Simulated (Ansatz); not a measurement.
**Pb(111): from terraces to steps**

These are results of Ansatz, DFT PBEsol, scalar-relativistic, plane waves, PAW, not measurements.

Cutoff 420 eV, Γ-centred meshes of like density (2×12×1 for the 24-atom cell), Gaussian smearing of 0.10 eV, energies at zero smearing and 0 K, each start's symmetry kept, no spin polarisation.

A (111) slab of relaxed bulk Pb (Fm-3m, 30.03 Å³/atom, gap on the mesh 0.00 eV), 4 planes in a 6×1 cell with the lowest 2 held; added atoms sit on lattice sites of the next plane. A dipole correction is on. The surface energy is the mean of the held and the free face; step energies are per length and the mean of the stripe's two steps, which run along the shortest translation of the plane; step and island energies count from the flat slab and bulk atoms.

The flat slab gives a surface energy of 0.37 J/m² (22.8 meV/Å²); planes follow at h = 2.85 Å, and an atom takes 10.54 Å² of its plane.

Estimate the step energy β from the surface energy and compare with the stripes.

A step opens a strip of height h, so a first guess is γh = 22.8 × 2.85 = 65 meV/Å. Computed: 31 meV/Å for the stripe 2 surface cells wide, 51 meV/Å for the stripe 3 surface cells wide, 0.47 and 0.79 of the guess. The step costs less than a free strip of the same face. The two widths differ by 20 meV/Å (before rounding), from step–step interaction and confinement in so narrow a cell, or from the k mesh, which in a metal moves β by several meV/Å. A vicinal face tilted by θ holds tan θ/h steps per length, so its energy per terrace area is γ + (β/h) tan θ for far-apart steps, with β/h = 0.29 J/m² from the wider stripe and 0.17 from the narrower, so β isn't converged with width. On fcc(111) the stripe's two edges are unlike, with (100) and (111) microfacets at 55° and 71°, while a vicinal face holds one kind, so this slope is the mean of two tilts.

Slabs of three or four planes are thin, so both faces still feel each other.

Spin-orbit coupling is left out, which matters for the bands of heavy elements.

Small energy differences in metals hang on the k mesh (about 10 mJ/m² or 1 to 2 meV/atom on the mesh of the relaxation).

Cost: 3 runs of about 110 core-minutes in all, on Arm Neoverse V2 (shared hosts).